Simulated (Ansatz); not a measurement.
# Li2O: single point with PBE

Li2O:

```
CELL_PARAMETERS angstrom
0.00000 2.32685 2.32685
2.32685 0.00000 2.32685
2.32685 2.32685 0.00000
ATOMIC_POSITIONS crystal
O 0.00000 0.00000 0.00000
Li 0.25000 0.25000 0.25000
Li 0.75000 0.75000 0.75000
```

The cell comes from a database or a generator and needn't be the stable form of this composition.

```json
{
 "Program": "Ansatz 0.2.0",
 "Task": "single point",
 "Functional": "PBE",
 "Potentials or basis": "Ansatz PAW",
 "Cutoff": "420 eV (not typed: the program's choice for these potentials)",
 "k mesh": "10 × 10 × 10",
 "Occupations": "gaussian, width 0.019 eV",
 "Spin": "no spin polarisation"
}
```

```json
{
 "Pressure": "-1.4 GPa",
 "Band gap on the k mesh": "4.95 eV, indirect (least direct gap 5.11 eV)"
}
```

Levels at points of the mesh, in eV from the valence-band top:
| k point | band 4 | band 5 | band 6 | band 7 | band 8 | band 9 |
| --- | --- | --- | --- | --- | --- | --- |
| (0.00, 0.00, 0.00) | 0.00 | 0.00 | 0.00 | 5.11 | 11.82 | 11.82 |
| (0.00, 0.00, -0.50) | -2.71 | -0.43 | -0.43 | 9.07 | 9.59 | 11.95 |
| (0.00, -0.50, -0.50) | -1.58 | -1.34 | -1.34 | 4.95 | 13.34 | 13.34 |

It took 0.29 s on 2 threads of Intel(R) Xeon(R) 6975P-C (Granite Rapids), on a shared host, peak memory 0.39 GiB.

Caveat: the pressure holds a Pulay correction of +0.5 GPa for the finite cutoff. A hybrid or GW would open this gap; PBE tends to underestimate it.
